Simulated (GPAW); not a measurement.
# How CdF2 absorbs and reflects light

Wanted: where CdF2 starts to absorb, how strongly, and its refractive index.

Calculated with GPAW 26.7.0; DFT, PBE, plane-wave PAW (GPAW data sets), scalar-relativistic, RPA, optical limit.

## Step 1: The structure

It takes space group Fm-3m (No. 225, cubic). The conventional cell has a = 5.388 Å, b = 5.388 Å, c = 5.388 Å, α = 90.00°, β = 90.00°, γ = 90.00°. Cd has 8 F at 2.33 Å nearest. Nearest to F lie 4 Cd at 2.33 Å. Farther neighbours and most contacts between anions are not listed.

Coordinates:

```cif
data_structure
_symmetry_space_group_name_H-M 'Fm-3m'
_symmetry_Int_Tables_number 225
_cell_length_a 5.3880
_cell_length_b 5.3880
_cell_length_c 5.3880
_cell_angle_alpha 90.000
_cell_angle_beta 90.000
_cell_angle_gamma 90.000
_cell_volume 156.42
loop_
_atom_site_label
_atom_site_type_symbol
_atom_site_symmetry_multiplicity
_atom_site_Wyckoff_symbol
_atom_site_fract_x
_atom_site_fract_y
_atom_site_fract_z
_atom_site_occupancy
Cd1 Cd 4 a 0.00000 0.00000 0.00000 1
F1 F 8 c 0.25000 0.25000 0.75000 1
```

## Step 2: Dielectric function, RPA

Transitions between filled and empty bands, summed over the zone, give the optical response, so mesh, band count and broadening shape it.

The induced potential is part of this response.

File df.py:

```python
from gpaw.response.df import DielectricFunction

df = DielectricFunction('full.gpw', frequencies={'type': 'nonlinear', 'domega0': 0.03, 'omega2': 8},
                        ecut=50,
                        eta=0.15,
                        nbands=33,
                        txt='df.txt')
for direction in ['x', 'z']:
    df.get_dielectric_function(xc='RPA', direction=direction, filename=f'df_{direction}.csv')
```

Launch:

```sh
> OMP_NUM_THREADS=1 python df.py
```

The program printed:

```text
Using integrator: PointIntegrator
NonLinearFrequencyDescriptor(from 0.000 to 59.990 eV, 488 points)
Nonperiodic BCs:  [False False False]
Using integrator: PointIntegrator
NonLinearFrequencyDescriptor(from 0.000 to 59.990 eV, 488 points)
Nonperiodic BCs:  [False False False]

Calculating chi0 body with:
    Ground state adapter containing:
    Number of spins: 1
    Number of kpoints: 1000
    Number of irreducible kpoints: 47
    Number of completely occupied states: 13
    Number of partially occupied states: 13

    Linear response parametrization:
    q_c: [0.0, 0.0, 0.0]
    Number of frequency points: 488
    Planewave cutoff: 50.0
    Number of bands: 33
    Number of planewaves: 27
    Broadening (eta): 0.15

Integrating chi0 body.

Symmetries of q_c:
    Direct symmetries (Uq -> q): 48
    Indirect symmetries (TUq -> q): 0
In total 48 allowed symmetries.

47 groups of equivalent kpoints. 95.3% reduction.

Integral kind: spectral function

Calculating chi0 optical extensions with:
    Ground state adapter containing:
    Number of spins: 1
    Number of kpoints: 1000
    Number of irreducible kpoints: 47
    Number of completely occupied states: 13
    Number of partially occupied states: 13

    Linear response parametrization:
    Number of frequency points: 488
    Planewave cutoff: 50.0
    Number of bands: 33
    Number of planewaves: 27
    Broadening (eta): 0.15
Integrating chi0 head and wings.

Symmetries of q_c:
    Direct symmetries (Uq -> q): 48
    Indirect symmetries (TUq -> q): 0
In total 48 allowed symmetries.

47 groups of equivalent kpoints. 95.3% reduction.

Integral kind: spectral function wings
```

The job ended after 6.7 s (1 thread of Arm Neoverse V1, shared host; peak memory 0.23 GiB).

Numbers from this step:

```
electronic dielectric constant ε∞, mean over x, y and z (by symmetry where fewer were run) : 2.627
```

Some rows of df_x.csv (energy; Re and Im without local fields; Re and Im with them):

```text
0.000000, 2.683275, 0.000000, 2.626882, 0.000000
0.429336, 2.687415, 0.002915, 2.630957, 0.002869
0.878195, 2.700881, 0.006162, 2.644215, 0.006068
1.347938, 2.726030, 0.010063, 2.668987, 0.009916
1.840057, 2.766937, 0.015207, 2.709312, 0.014998
2.356191, 2.831227, 0.022901, 2.772759, 0.022617
2.898142, 2.935595, 0.036993, 2.875928, 0.036605
3.467895, 3.130784, 0.078024, 3.069333, 0.077432
4.067647, 3.323418, 0.420661, 3.259271, 0.419075
4.699832, 3.263505, 1.131183, 3.202744, 1.126840
5.367152, 3.205828, 1.118894, 3.139136, 1.113064
6.072622, 2.950313, 1.011122, 2.876644, 1.007794
6.819608, 2.695605, 1.215431, 2.614750, 1.212390
7.611886, 2.531652, 1.169619, 2.434349, 1.156705
8.453705, 2.464961, 1.051514, 2.373814, 1.019275
9.349861, 2.706743, 1.274800, 2.636893, 1.282595
10.305790, 2.086787, 2.532986, 1.961701, 2.522135
11.327680, 1.785822, 1.233090, 1.599097, 1.196977
12.422601, 1.922244, 2.312798, 1.775237, 2.179390
13.598673, 1.854565, 2.780406, 1.808569, 2.440667
```

The Im ε, E ∥ x or z has structure finer than the step of the table below, so its rows give means over 0.5 eV, whole bins alone (the curve runs from 0 to 14.0 eV). Peaks (eV: height): 5.66: 1.47, 6.28: 1.46, 10.24: 2.53, 12.42: 2.18, 13.69: 2.55.

Values under the direct gap are tails of Lorentzian lines. The Im ε, E ∥ x or z by photon energy; means over each step:

```csv
photon energy (eV),"Im ε, E ∥ x or z"
0.5,0.00337
1.0,0.00703
1.5,0.0114
2.0,0.0171
2.5,0.0257
3.0,0.0416
3.5,0.0907
4.0,0.338
4.5,0.830
5.0,0.956
5.5,1.25
6.0,1.14
6.5,1.29
7.0,1.31
7.5,1.22
8.0,1.16
8.5,1.03
9.0,1.28
9.5,1.41
10.0,2.23
10.5,2.33
11.0,1.41
11.5,1.16
12.0,1.58
12.5,2.00
13.0,1.55
13.5,2.14
```

Re ε, E ∥ x or z against photon energy:

```csv
photon energy (eV),"Re ε, E ∥ x or z"
0.0,2.63
0.5,2.63
1.0,2.65
1.5,2.68
2.0,2.73
2.5,2.80
3.0,2.90
3.5,3.09
4.0,3.30
4.5,3.50
5.0,2.97
5.5,3.10
6.0,2.73
6.5,2.43
7.0,2.52
7.5,2.32
8.0,2.14
8.5,2.40
9.0,2.55
9.5,2.71
10.0,2.73
10.5,1.44
11.0,1.26
11.5,1.74
12.0,2.13
12.5,1.53
13.0,1.69
13.5,1.98
```

The Im ε, E ∥ x or z has structure finer than the step of the table below, so its rows give means over 0.25 eV, whole bins alone (the curve runs from 0 to 14.0 eV). Peaks (eV: height): without local fields 5.665: 1.47, 6.282: 1.46, 10.377: 2.54, 12.423: 2.31, 13.686: 2.87; with local fields 5.665: 1.47, 6.282: 1.46, 10.235: 2.53, 12.423: 2.18, 13.686: 2.55.

Values under the direct gap are tails of Lorentzian lines. Im ε, E ∥ x or z against photon energy; means over each step:

```csv
photon energy (eV),without local fields,with local fields
0.25,0.00169,0.00166
0.50,0.00341,0.00336
0.75,0.00520,0.00512
1.00,0.00712,0.00701
1.25,0.00920,0.00906
1.50,0.0115,0.0113
1.75,0.0142,0.0140
2.00,0.0173,0.0171
2.25,0.0211,0.0208
2.50,0.0258,0.0255
2.75,0.0322,0.0319
3.00,0.0413,0.0409
3.25,0.0559,0.0554
3.50,0.0850,0.0844
3.75,0.175,0.174
4.00,0.379,0.377
4.25,0.432,0.429
4.50,0.878,0.871
4.75,1.09,1.09
5.00,0.924,0.922
5.25,0.974,0.970
5.50,1.27,1.26
5.75,1.32,1.32
6.00,1.02,1.02
6.25,1.37,1.36
6.50,1.29,1.30
6.75,1.18,1.18
7.00,1.33,1.33
7.25,1.36,1.36
7.50,1.15,1.15
7.75,1.30,1.29
8.00,1.16,1.15
8.25,1.07,1.04
8.50,1.05,1.01
8.75,1.17,1.12
9.00,1.36,1.33
9.25,1.27,1.28
9.50,1.38,1.40
9.75,1.67,1.68
10.00,2.31,2.30
10.25,2.52,2.52
10.50,2.41,2.41
10.75,1.81,1.82
11.00,1.40,1.38
11.25,1.23,1.20
11.50,1.17,1.13
11.75,1.34,1.26
12.00,1.71,1.57
12.25,2.10,1.93
12.50,2.22,2.10
12.75,1.80,1.64
13.00,1.77,1.49
13.25,2.05,1.73
13.50,2.45,2.14
13.75,2.77,2.48
```

Table of refractive index n and extinction k by photon energy:

```csv
photon energy (eV),n,k
0.0,1.62,0
0.5,1.62,0.00103
1.0,1.63,0.00215
1.5,1.64,0.00346
2.0,1.65,0.00516
2.5,1.67,0.00762
3.0,1.70,0.0119
3.5,1.76,0.0235
4.0,1.82,0.111
4.5,1.89,0.240
5.0,1.74,0.260
5.5,1.79,0.345
6.0,1.68,0.291
6.5,1.61,0.407
7.0,1.64,0.412
7.5,1.56,0.354
8.0,1.51,0.379
8.5,1.58,0.318
9.0,1.65,0.410
9.5,1.70,0.413
10.0,1.78,0.661
10.5,1.47,0.841
11.0,1.25,0.549
11.5,1.38,0.405
12.0,1.55,0.506
12.5,1.45,0.749
13.0,1.40,0.520
13.5,1.56,0.681
```

Table of reflectivity at normal incidence, E ∥ x or z by photon energy; read off at these points:

```csv
photon energy (eV),"reflectivity at normal incidence, E ∥ x or z (%)"
0.000,5.61
0.250,5.62
0.500,5.63
0.750,5.66
1.000,5.71
1.250,5.76
1.500,5.84
1.750,5.92
2.000,6.03
2.250,6.17
2.500,6.33
2.750,6.52
3.000,6.77
3.250,7.10
3.500,7.54
3.750,8.21
4.000,8.60
4.250,8.97
4.500,10.0
4.750,9.15
5.000,8.17
5.250,8.83
5.500,9.46
5.565,9.69
5.750,8.28
6.000,7.50
6.250,9.24
6.500,7.74
6.750,7.66
7.000,8.10
7.250,7.94
7.500,6.63
7.750,7.65
8.000,6.28
8.250,6.56
8.500,6.51
8.750,7.64
9.000,8.19
9.250,7.84
9.500,8.82
9.750,10.2
10.000,12.8
10.250,13.3
10.448,13.7
10.500,13.6
10.750,10.2
11.000,6.80
11.250,5.52
11.500,5.29
11.750,6.62
12.000,8.23
12.250,10.2
12.500,11.6
12.750,8.33
13.000,7.14
13.250,8.91
13.500,11.1
13.750,14.2
```

Optical constants at common wavelengths, from n + ik = √ε:

```csv
wavelength (nm),n,k,R (%),1/α
1550,1.63,0.002,5.7,73 µm
1064,1.63,0.003,5.7,33 µm
800,1.64,0.004,5.9,18 µm
633,1.65,0.005,6.0,10 µm
532,1.66,0.007,6.2,6.4 µm
450,1.69,0.009,6.5,3.8 µm
193,1.64,0.424,8.3,36 nm
```

Below the direct gap, k and the depth come from the tails of the Lorentzian lines, not from transitions.

Rows near the edge hang on the gap, which this functional as a rule makes too small, and phonon-assisted absorption is left out.

## Step 3: What came out

| Item | Value |
| --- | --- |
| electronic dielectric constant ε∞, mean over x, y and z (by symmetry where fewer were run) (RPA) | 2.63 |

What this shows: At this level (PBE, RPA) CdF2 has ε∞ = 2.63 and n = 1.63 at 1550 nm. Local fields change the static value along x from 2.68 to 2.63 (-2 %). Distinct maxima of Im ε, read by a parabola through the highest points, lie at 5.65 eV (1.5), 10.25 eV (2.5), 12.46 eV (2.2) and 13.70 eV (2.6). Excitons and phonon-assisted transitions are missing; PBE gaps are as a rule too small, which pulls the onset down and ε∞ up. The sum runs over mesh points, so small or evenly spaced maxima can still be ripples of the mesh. In this version of GPAW the matrix elements of the optical limit are incomplete, which can lower ε − 1 by up to a tenth where first-row anions or d states rule, and shift it by more in d metals.

[Machine, clock and banner lines and Python warnings are left out of the logs.]

[Logs are printed without paths, hosts, clocks, repeated set-up lines and the standing remarks that a program may print on its own settings, such as how far it seeks lower states.]

[Hosts, paths, dates, database ids (printed as entryN), source tags and the programs' standing remarks are cut or masked in the printed files.]
